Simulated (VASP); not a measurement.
# C (P6_3/mmc) in VASP: notebook

The runs below take C through band structure, with PBE.

The COD entry that gives the cell may itself be a prediction, so a difference from it is no test against experiment.

All numbers are computed with VASP 6.6.1; they aren't measurements. Logs are shortened: lines on timing, memory, paths and dates and some standing lists are left out, and cuts for length are marked.

## Step 1: The crystal as given

It takes space group P6_3/mmc (No. 194, hexagonal). Conventional cell: a = 2.522 Å, b = 2.522 Å, c = 8.237 Å, α = 90.00°, β = 90.00°, γ = 120.00°. C (site symmetry 3m) has 4 C at 1.54 Å as nearest neighbours. Around C (site symmetry 3m) lie 4 C at 1.54 Å.

This is a hexagonal form of diamond, not graphite.

## Step 2: Band structure, PBE

INCAR reads:

```
SYSTEM = C
PREC     = Accurate       ! precision mode
ENCUT    = 520            ! plane-wave cutoff, eV
EDIFF    = 1E-7           ! SCF threshold, eV
ISMEAR   = -1             ! smearing method
SIGMA    = 0.05           ! smearing width, eV
LREAL    = .False.        ! projectors in reciprocal space
LASPH    = .True.         ! aspherical terms in the spheres
NELM     = 60             ! most SCF steps
ALGO     = Normal         ! electronic algorithm
ISIF     = 2              ! what is computed and relaxed
LWAVE    = .False.        ! write WAVECAR
LCHARG   = .False.        ! write CHGCAR
GGA      = PE             ! functional
NBANDS   = 26             ! bands
```

KPOINTS reads:

```
regular mesh
0
Gamma
  12 12 4
  0 0 0
```

POSCAR reads:

```
C
1.0
    2.5221000000      0.0000000000      0.0000000000
   -1.2610500000      2.1842026709      0.0000000000
    0.0000000000      0.0000000000      8.2371000000
C
8
Direct
    0.6666666667      0.3333333333      0.8437500000
    0.3333333333      0.6666666667      0.3437500000
    0.6666666667      0.3333333333      0.6562500000
    0.3333333333      0.6666666667      0.1562500000
    0.0000000000      0.0000000000      0.9062500000
    0.0000000000      0.0000000000      0.4062500000
    0.0000000000      0.0000000000      0.5937500000
    0.0000000000      0.0000000000      0.0937500000
```

KPOINTS_OPT reads:

```
path GMKGALHA,LM,KH
20
line-mode
reciprocal
 0.0000000000  0.0000000000  0.0000000000  G
 0.5000000000  0.0000000000  0.0000000000  M

 0.5000000000  0.0000000000  0.0000000000  M
 0.3333333333  0.3333333333  0.0000000000  K

 0.3333333333  0.3333333333  0.0000000000  K
 0.0000000000  0.0000000000  0.0000000000  G

 0.0000000000  0.0000000000  0.0000000000  G
 0.0000000000  0.0000000000  0.5000000000  A

 0.0000000000  0.0000000000  0.5000000000  A
 0.5000000000  0.0000000000  0.5000000000  L

 0.5000000000  0.0000000000  0.5000000000  L
 0.3333333333  0.3333333333  0.5000000000  H

 0.3333333333  0.3333333333  0.5000000000  H
 0.0000000000  0.0000000000  0.5000000000  A

 0.5000000000  0.0000000000  0.5000000000  L
 0.5000000000  0.0000000000  0.0000000000  M

 0.3333333333  0.3333333333  0.0000000000  K
 0.3333333333  0.3333333333  0.5000000000  H
```

Potentials or basis: VASP PAW PBE potentials, release 54 (C).

On the command line:

```
$ cat potpaw_PBE.54/C/POTCAR > POTCAR
$ mpirun -np 1 vasp_std > vasp.out
```

OUTCAR:

```text
SYSTEM = C
   PREC = Accurate
   ENCUT = 520
   EDIFF = 1E-7
   ISMEAR = -1
   LREAL = .False.
   LASPH = .True.
   NELM = 60
   ISIF = 2
   GGA = PE

 ion  position               nearest neighbor table
   1  0.667  0.333  0.844-   3 1.54   5 1.54   5 1.54   5 1.54
   2  0.333  0.667  0.344-   4 1.54   6 1.54   6 1.54   6 1.54
   3  0.667  0.333  0.656-   1 1.54   7 1.54   7 1.54   7 1.54
   4  0.333  0.667  0.156-   2 1.54   8 1.54   8 1.54   8 1.54
   5  0.000  0.000  0.906-   8 1.54   1 1.54   1 1.54   1 1.54
   6  0.000  0.000  0.406-   7 1.54   2 1.54   2 1.54   2 1.54
   7  0.000  0.000  0.594-   6 1.54   3 1.54   3 1.54   3 1.54
   8  0.000  0.000  0.094-   5 1.54   4 1.54   4 1.54   4 1.54

  LATTYP: Found a hexagonal cell.
 ALAT       =     2.5221000000
 C/A-ratio  =     3.2659688355

  Lattice vectors:

 A1 = (   2.5221000000,   0.0000000000,   0.0000000000)
 A2 = (  -1.2610500000,   2.1842026709,   0.0000000000)
 A3 = (   0.0000000000,   0.0000000000,   8.2371000000)

Analysis of symmetry for initial positions (statically):
=====================================================================
 Subroutine PRICEL returns:
 Original cell was already a primitive cell.

 Routine SETGRP: Setting up the symmetry group for a
 hexagonal supercell.

 Subroutine GETGRP returns: Found 24 space group operations
 (whereof 12 operations were pure point group operations)
 out of a pool of 24 trial point group operations.

The static configuration has the point symmetry D_3d.
 The point group associated with its full space group is D_6h.

Analysis of symmetry for dynamics (positions and initial velocities):
=====================================================================
 Subroutine PRICEL returns:
 Original cell was already a primitive cell.

 Routine SETGRP: Setting up the symmetry group for a
 hexagonal supercell.

 Subroutine GETGRP returns: Found 24 space group operations
 (whereof 12 operations were pure point group operations)
 out of a pool of 24 trial point group operations.

The dynamic configuration has the point symmetry D_3d.
 The point group associated with its full space group is D_6h.

 Subroutine INISYM returns: Found 24 space group operations
 (whereof 12 operations are pure point group operations),
 and found     1 'primitive' translations

----------------------------------------------------------------------------------------

                                     Primitive cell

  volume of cell :      45.3764

  direct lattice vectors                    reciprocal lattice vectors
     2.522100000  0.000000000  0.000000000     0.396494984  0.228916486  0.000000000
    -1.261050000  2.184202671  0.000000000     0.000000000  0.457832972  0.000000000
     0.000000000  0.000000000  8.237100000     0.000000000  0.000000000  0.121401950

  length of vectors
     2.522100000  2.522100000  8.237100000     0.457832972  0.457832972  0.121401950

  position of ions in fractional coordinates (direct lattice)
     0.666666667  0.333333333  0.843750000
     0.333333333  0.666666667  0.343750000
     0.666666667  0.333333333  0.656250000
     0.333333333  0.666666667  0.156250000
     0.000000000  0.000000000  0.906250000
     0.000000000  0.000000000  0.406250000
     0.000000000  0.000000000  0.593750000
     0.000000000  0.000000000  0.093750000

  ion indices of the primitive-cell ions
   primitive index   ion index
                 1           1
                 2           2
                 3           3
                 4           4
                 5           5
                 6           6
                 7           7
                 8           8

----------------------------------------------------------------------------------------

 KPOINTS: regular mesh

Automatic generation of k-mesh.
 Grid dimensions read from file:
 generate k-points for:   12   12    4

 Generating k-lattice:

  Cartesian coordinates                     Fractional coordinates (reciprocal lattice)
     0.033041249  0.019076374  0.000000000     0.083333333  0.000000000  0.000000000
     0.000000000  0.038152748  0.000000000     0.000000000  0.083333333  0.000000000
     0.000000000  0.000000000  0.030350487     0.000000000  0.000000000  0.250000000

  Length of vectors
     0.038152748  0.038152748  0.030350487

  Shift w.r.t. Gamma in fractional coordinates (k-lattice)
     0.000000000  0.000000000  0.000000000

 Subroutine IBZKPT returns following result:
 ===========================================

 Found     57 irreducible k-points:

 Following reciprocal coordinates:
            Coordinates               Weight
  0.000000  0.000000  0.000000      1.000000
  0.083333  0.000000  0.000000      6.000000
  0.166667  0.000000  0.000000      6.000000
  0.250000  0.000000  0.000000      6.000000
  0.333333  0.000000  0.000000      6.000000
  0.416667  0.000000  0.000000      6.000000
[... 16 lines left out ...]
  0.250000  0.000000  0.250000     12.000000
  0.333333  0.000000  0.250000     12.000000
 [... further k-points ...]
   k-points           NKPTS =     57   k-points in BZ     NKDIM =     57   number of bands    NBANDS=     26
   number of dos      NEDOS =    301   number of ions     NIONS =      8
   total plane-waves  NPLWV =  25600
   dimension x,y,z NGX =    20 NGY =   20 NGZ =   64
   dimension x,y,z NGXF=    40 NGYF=   40 NGZF=  128
   ions per type =               8
   NGX,Y,Z   is equivalent  to a cutoff of  13.18, 13.18, 12.92 a.u.
   NGXF,Y,Z  is equivalent  to a cutoff of  26.37, 26.37, 25.83 a.u.
 SYSTEM =  C
   PREC   = accura    normal or accurate (medium, high low for compatibility)
   ISTART =      0    job   : 0-new  1-cont  2-samecut
   ICHARG =      2    charge: 1-file 2-atom 10-const
   ISPIN  =      1    spin polarized calculation?
   LNONCOLLINEAR =      F non collinear calculations
   LSORBIT =      F    spin-orbit coupling
   LASPH  =      T    aspherical Exc in radial PAW
   ENCUT  =  520.0 eV  38.22 Ry    6.18 a.u.   4.69  4.69 15.32*2*pi/ulx,y,z
   NELM   =     60;   NELMIN=  2; NELMDL= -5     # of ELM steps
   EDIFF  = 0.1E-06   stopping-criterion for ELM
   LREAL  =      F    real-space projection
   EDIFFG = 0.1E-05   stopping-criterion for IOM
   NSW    =      0    number of steps for IOM
   IBRION =     -1    ionic relax: 0-MD 1-quasi-New 2-CG
   NFREE  =      0    steps in history (QN), initial steepest desc. (CG)
   ISIF   =      2    stress and relaxation
   ISYM   =      2    0-nonsym 1-usesym 2-fastsym
   POTIM  = 0.5000    time-step for ionic-motion
   TEBEG  =    0.0;   TEEND  =   0.0 temperature during run
   PSTRESS=    0.0 pullay stress
   NELECT =      32.0000    total number of electrons
   NUPDOWN=      -1.0000    fix difference up-down
   EMIN   =  10.00;   EMAX   =-10.00  energy-range for DOS
   EFERMI =   0.00;   METHOD = LEGACY
   ISMEAR =    -1;   SIGMA  =   0.05  broadening in eV -4-tet -1-fermi 0-gaus
   EFERMI_NEDOS =   21; number of points for ismear=-14 and -15
   IALGO  =     38    algorithm
   IMIX   =      4    mixing-type and parameters
     AMIX     =   0.40;   BMIX     =  1.00
     AMIX_MAG =   1.60;   BMIX_MAG =  1.00
  volume/ion in A,a.u.               =       5.67        38.28
  Fermi-wavevector in a.u.,A,eV,Ry     =   1.457186  2.753682 28.890486  2.123391
  Thomas-Fermi vector in A             =   2.574017
   LORBIT       =      0    0 simple, 1 ext, 2 COOP (PROOUT), +10 PAW based schemes
   GGA     = PE    functional components
   LHFCALC =     F    Hartree Fock is set to
   AEXX    =    0.0000 exact exchange contribution
   IVDW    =     0    specifies the selected vdW correction
   LEPSILON=     F    determine dielectric tensor
   LRPA    =     F    only Hartree local field effects (RPA)
 non-spin polarized calculation
  energy-cutoff  :      520.00
  volume of cell :       45.38
 maximum number of plane-waves:      1242
 NGX is ok and might be reduce to    20
   NGX =  9   NGY =  9   NGZ = 31

 number of electron      31.9999995 magnetization

 Free energy of the ion-electron system (eV)
  ---------------------------------------------------
  ext. energy  EPLUGINS =         0.00000000
  ---------------------------------------------------
  free energy    TOTEN  =       -72.64805502 eV

  energy without entropy =      -72.64805502  energy(sigma->0) =      -72.64805502

 E-fermi :  10.8580     XC(G=0): -13.2480

 val. band max:        9.8674652265   @ k =   0.0000   0.0000   0.0000
 cond. band min:      14.2800526884   @ k =   0.4167   0.0000   0.0000
 fundamental gap:      4.4125874618
 Fermi energy:        10.8580279149

 k-point     1 :       0.0000    0.0000    0.0000
  band No.  band energies     occupation
      1     -11.7606      2.00000
      2     -10.0661      2.00000
      3     -10.0158      2.00000
      4      -5.9494      2.00000
      5      -3.6617      2.00000
      6       3.1290      2.00000
[... 18 lines left out ...]
     25      18.0874      0.00000
     26      18.0961      0.00000

 k-point     2 :       0.0833    0.0000    0.0000
  band No.  band energies     occupation
      1     -11.5899      2.00000
      2      -9.8989      2.00000
      3      -9.8477      2.00000
      4      -5.7972      2.00000
      5      -3.5050      2.00000
      6       3.2081      2.00000
[... 18 lines left out ...]
     25      18.5437      0.00000
     26      18.6843      0.00000

 k-point     3 :       0.1667    0.0000    0.0000
  band No.  band energies     occupation
      1     -11.0799      2.00000
      2      -9.3995      2.00000
      3      -9.3455      2.00000
      4      -5.3429      2.00000
      5      -3.0485      2.00000
      6       3.3443      2.00000
[... 572 lines left out ...]
 k-point    23 :       0.2500    0.0000    0.2500
  band No.  band energies     occupation
      1     -10.1305      2.00000
      2      -9.2815      2.00000
      3      -7.6190      2.00000
      4      -5.3425      2.00000
      5      -1.4744      2.00000
      6       1.4682      2.00000
[... 18 lines left out ...]
     25      20.1515      0.00000
     26      21.4864      0.00000

 k-point    24 :       0.3333    0.0000    0.2500
  band No.  band energies     occupation
      1      -8.9729      2.00000
      2      -8.1385      2.00000
      3      -6.5123      2.00000
      4      -4.3107      2.00000
      5      -1.3714      2.00000
      6      -0.3643      2.00000
[... 18 lines left out ...]
     25      20.3144      0.00000
     26      22.2180      0.00000

 [... further k-points ...]

------------------------ aborting loop because EDIFF is reached ----------------------------------------

  FORCE on cell =-STRESS in cart. coord.  units (eV):
  Direction    XX          YY          ZZ          XY          YZ          ZX
  --------------------------------------------------------------------------------------
  -------------------------------------------------------------------------------------
  Total       -0.3315186     -0.3315186      3.1523835      0.0000000     -0.0000000     -0.0000000
  in kB      -11.7054713    -11.7054713    111.3063781      0.0000000     -0.0000000     -0.0000000
  external PRESSURE =      29.2984785 kB  Pullay stress =       0.0000000 kB

 VOLUME and BASIS-vectors are now :
 -----------------------------------------------------------------------------
  energy-cutoff  :      520.00
  volume of cell :       45.38
      direct lattice vectors                 reciprocal lattice vectors
     2.522100000  0.000000000  0.000000000     0.396494984  0.228916486  0.000000000
    -1.261050000  2.184202671  0.000000000     0.000000000  0.457832972  0.000000000
     0.000000000  0.000000000  8.237100000     0.000000000  0.000000000  0.121401950

 POSITION                                       TOTAL-FORCE (eV/Angst)
 -----------------------------------------------------------------------------------
      1.26105      0.72807      6.95005         0.000000      0.000000      0.319623
     -0.00000      1.45614      2.83150        -0.000000     -0.000000      0.319623
      1.26105      0.72807      5.40560        -0.000000     -0.000000     -0.319623
     -0.00000      1.45614      1.28705         0.000000      0.000000     -0.319623
      0.00000      0.00000      7.46487         0.000000      0.000000      0.328703
      0.00000      0.00000      3.34632        -0.000000      0.000000      0.328703
      0.00000      0.00000      4.89078        -0.000000      0.000000     -0.328703
      0.00000      0.00000      0.77223        -0.000000      0.000000     -0.328703
 -----------------------------------------------------------------------------------
    total drift:                               -0.000000      0.000000      0.000000

  FREE ENERGIE OF THE ION-ELECTRON SYSTEM (eV)
  ---------------------------------------------------
  free  energy   TOTEN  =       -72.6480550161 eV

  energy  without entropy=      -72.6480550161  energy(sigma->0) =      -72.64805502
```

Run time: 2.7 min. Hardware: 1 thread of Intel Xeon Platinum 8488C (Sapphire Rapids), shared host; peak memory 0.2 GiB.

Results:

| Property | Result |
| --- | --- |
| Free energy | -72.6481 eV |
| Pressure | 2.9 GPa |
| Largest force | 0.329 eV/Å |
| Band gap on the k mesh | 4.41 eV, indirect (least direct gap 5.18 eV) |
| Band gap along the path | 4.41 eV, indirect (least direct gap 5.18 eV) |

Forces on the atoms (eV/Å):
```
C    0.000  0.000  0.320
C    0.000  0.000  0.320
C    0.000  0.000 -0.320
C    0.000  0.000 -0.320
C    0.000  0.000  0.329
C    0.000  0.000  0.329
C    0.000  0.000 -0.329
C    0.000  0.000 -0.329
```

Levels at the corners of the path, in eV from the valence-band top:
```
point  band 14  band 15  band 16  band 17  band 18  band 19
    Γ    -0.22     0.00     0.00     5.18     5.18     5.71
    M    -4.54    -3.70    -2.93     4.46     5.60     5.86
    M    -4.54    -3.70    -2.93     4.46     5.60     5.86
    K    -5.66    -5.66    -4.03     6.27     6.27     7.90
    K    -5.66    -5.66    -4.03     6.27     6.27     7.90
    Γ    -0.22     0.00     0.00     5.18     5.18     5.71
    Γ    -0.22     0.00     0.00     5.18     5.18     5.71
    A    -0.68    -0.68    -0.68     5.97     5.97     5.97
    A    -0.68    -0.68    -0.68     5.97     5.97     5.97
    L    -4.72    -3.66    -3.66     4.82     4.82     7.11
    L    -4.72    -3.66    -3.66     4.82     4.82     7.11
    H    -5.36    -5.10    -5.10     5.23     5.23     9.77
    H    -5.36    -5.10    -5.10     5.23     5.23     9.77
    A    -0.68    -0.68    -0.68     5.97     5.97     5.97
    L    -4.72    -3.66    -3.66     4.82     4.82     7.11
    M    -4.54    -3.70    -2.93     4.46     5.60     5.86
    K    -5.66    -5.66    -4.03     6.27     6.27     7.90
    H    -5.36    -5.10    -5.10     5.23     5.23     9.77
```

## Step 3: Band structure, PBE

POSCAR is that of step 2.

INCAR.step1 reads:

```
  PREC = Accurate
  ENCUT = 500
  EDIFF = 1E-7
  ISMEAR = -1
  SIGMA = 0.05
  LREAL = False
  LASPH = True
  NELM = 80
  ALGO = Normal
  ISIF = 2
  LWAVE = False
  LCHARG = True
  GGA = PE
  NBANDS = 26
```

KPOINTS.step1 reads:

```
Automatic mesh
0
Gamma
  12 12 4
```

INCAR.step2 reads:

```
  PREC = Accurate
  ENCUT = 500
  EDIFF = 1E-7
  ISMEAR = 0
  SIGMA = 0.05
  LREAL = False
  LASPH = True
  NELM = 80
  ALGO = Normal
  ISIF = 2
  LWAVE = False
  LCHARG = False
  GGA = PE
  NBANDS = 26
  ICHARG = 11
```

KPOINTS.step2 reads:

```
path GMKGALHA,LM,KH
15
line-mode
reciprocal
 0.0000000000  0.0000000000  0.0000000000  G
 0.5000000000  0.0000000000  0.0000000000  M

 0.5000000000  0.0000000000  0.0000000000  M
 0.3333333333  0.3333333333  0.0000000000  K

 0.3333333333  0.3333333333  0.0000000000  K
 0.0000000000  0.0000000000  0.0000000000  G

 0.0000000000  0.0000000000  0.0000000000  G
 0.0000000000  0.0000000000  0.5000000000  A

 0.0000000000  0.0000000000  0.5000000000  A
 0.5000000000  0.0000000000  0.5000000000  L

 0.5000000000  0.0000000000  0.5000000000  L
 0.3333333333  0.3333333333  0.5000000000  H

 0.3333333333  0.3333333333  0.5000000000  H
 0.0000000000  0.0000000000  0.5000000000  A

 0.5000000000  0.0000000000  0.5000000000  L
 0.5000000000  0.0000000000  0.0000000000  M

 0.3333333333  0.3333333333  0.0000000000  K
 0.3333333333  0.3333333333  0.5000000000  H
```

Potentials or basis: VASP PAW PBE potentials, release 54 (C).

On the command line:

```
$ cat potpaw_PBE.54/C/POTCAR > POTCAR
$ cp INCAR.step1 INCAR
$ cp KPOINTS.step1 KPOINTS
$ mpirun -np 1 vasp_std > vasp.out
$ cp INCAR.step2 INCAR
$ cp KPOINTS.step2 KPOINTS
$ mpirun -np 1 vasp_std > vasp.out
```

Wall time 2.5 min (1 thread of Intel Xeon Platinum 8488C (Sapphire Rapids), shared host); peak memory 0.21 GiB.

Results (log left out):

```yaml
Band_gap_on_the_k_mesh: 4.41 eV, indirect (least direct gap 5.18 eV)
Band_gap_along_the_path: 4.42 eV, indirect (least direct gap 5.18 eV)
```

Levels at the corners of the path, in eV from the valence-band top:
```
point  band 14  band 15  band 16  band 17  band 18  band 19
    Γ    -0.22     0.00     0.00     5.18     5.18     5.71
    M    -4.54    -3.70    -2.93     4.46     5.60     5.86
    M    -4.54    -3.70    -2.93     4.46     5.60     5.86
    K    -5.66    -5.66    -4.03     6.28     6.28     7.90
    K    -5.66    -5.66    -4.03     6.28     6.28     7.90
    Γ    -0.22     0.00     0.00     5.18     5.18     5.71
    Γ    -0.22     0.00     0.00     5.18     5.18     5.71
    A    -0.68    -0.68    -0.68     5.97     5.97     5.97
    A    -0.68    -0.68    -0.68     5.97     5.97     5.97
    L    -4.72    -3.66    -3.66     4.82     4.82     7.11
    L    -4.72    -3.66    -3.66     4.82     4.82     7.11
    H    -5.36    -5.10    -5.10     5.23     5.23     9.77
    H    -5.36    -5.10    -5.10     5.23     5.23     9.77
    A    -0.68    -0.68    -0.68     5.97     5.97     5.97
    L    -4.72    -3.66    -3.66     4.82     4.82     7.11
    M    -4.54    -3.70    -2.93     4.46     5.60     5.86
    K    -5.66    -5.66    -4.03     6.28     6.28     7.90
    H    -5.36    -5.10    -5.10     5.23     5.23     9.77
```

Caveat: the log is that of the step along the path at fixed density, whose energy, stress, charges and moments have no meaning. As with any semilocal functional, this PBE gap is likely too small.
